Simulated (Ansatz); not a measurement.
# AlN: the cost of one run

Computed with Ansatz 0.2.0 (DFT r2SCAN, scalar-relativistic, plane waves, PAW, unless a step's input says otherwise).

### Step 1. The system as given

It takes space group P6_3mc (No. 186, hexagonal). Conventional cell: a = 3.111 Å, b = 3.111 Å, c = 4.978 Å, α = 90.00°, β = 90.00°, γ = 120.00°. Al (site symmetry 3m) has 4 N at 1.89 to 1.92 Å in its first shell of neighbours. N (site symmetry 3m) is surrounded by 4 Al at 1.89 to 1.92 Å.

Structure file:

```cif
data_structure
_symmetry_space_group_name_H-M 'P 1'
_symmetry_Int_Tables_number 1
_cell_length_a 3.1110
_cell_length_b 3.1110
_cell_length_c 9.9560
_cell_angle_alpha 90.000
_cell_angle_beta 90.000
_cell_angle_gamma 60.000
_cell_volume 83.45
loop_
_atom_site_label
_atom_site_type_symbol
_atom_site_fract_x
_atom_site_fract_y
_atom_site_fract_z
_atom_site_occupancy
Al1 Al 0.33333 0.33333 0.00000 1
Al2 Al 0.33333 0.33333 0.50000 1
Al3 Al 0.66667 0.66667 0.25000 1
Al4 Al 0.66667 0.66667 0.75000 1
N1 N 0.33333 0.33333 0.19250 1
N2 N 0.33333 0.33333 0.69250 1
N3 N 0.66667 0.66667 0.44250 1
N4 N 0.66667 0.66667 0.94250 1
```

No relaxation comes first: the listed cell is the starting point.

### Step 2. Zero of energy

The cell is repeated 2 times, 8 atoms in all. The reference gives a free energy of -3713.9340 eV, pressure -0.60 GPa, largest force 0.194 eV/Å and gap on the mesh 4.80 eV. It was computed beforehand with the settings of the runs below.

### Step 3. The scan: rigid cleavage

The cut lies on the cell's a–b face, a (0 0 1) plane of area 8.38 Å², between layers 1.92 Å apart (Al below, N above); the cell is 10.0 Å thick. Vector c is lengthened by d along the normal with the atoms' Cartesian places fixed: one unrelaxed cut per cell.

### Step 4. At d = 1.00 Å

input.yaml

```yaml
crystal:
  lattice:
    - [-3.1110021516, 0.0, 0.0]
    - [-1.5555010758, -2.6942068945, 0.0]
    - [0.0, 0.0, 10.956]
  atoms:
    - { symbol: Al, position: [0.3333333333, 0.3333333333, 0.8212609529] }
    - { symbol: Al, position: [0.3333333333, 0.3333333333, 0.3668980467] }
    - { symbol: Al, position: [0.6666666667, 0.6666666667, 0.1397165936] }
    - { symbol: Al, position: [0.6666666667, 0.6666666667, 0.5940794998] }
    - { symbol: "N", position: [0.3333333333, 0.3333333333, 0.0874648594] }
    - { symbol: "N", position: [0.3333333333, 0.3333333333, 0.5418277656] }
    - { symbol: "N", position: [0.6666666667, 0.6666666667, 0.3146463125] }
    - { symbol: "N", position: [0.6666666667, 0.6666666667, 0.7690092187] }
basis:
  ecutwfc: 500
kpoints:
  mp_grid: { grid: [8, 8, 3] }
hamiltonian:
  xc: r2scan
scf:
  occupations: { method: gaussian, width: 0.05 }
output:
  forces: true
  stress: true
  eigenvalues: true
```

Launch:

```console
> ansatz run input.yaml --threads 2 --pin off --max-ram 5120MiB --backend cpu --events-out ev --progress --plain --runs-dir out
```

What time and memory should one allow on 2 threads of Intel Xeon at 2.70GHz, shared host?

About 6.1 s, with a peak of 0.52 GiB.
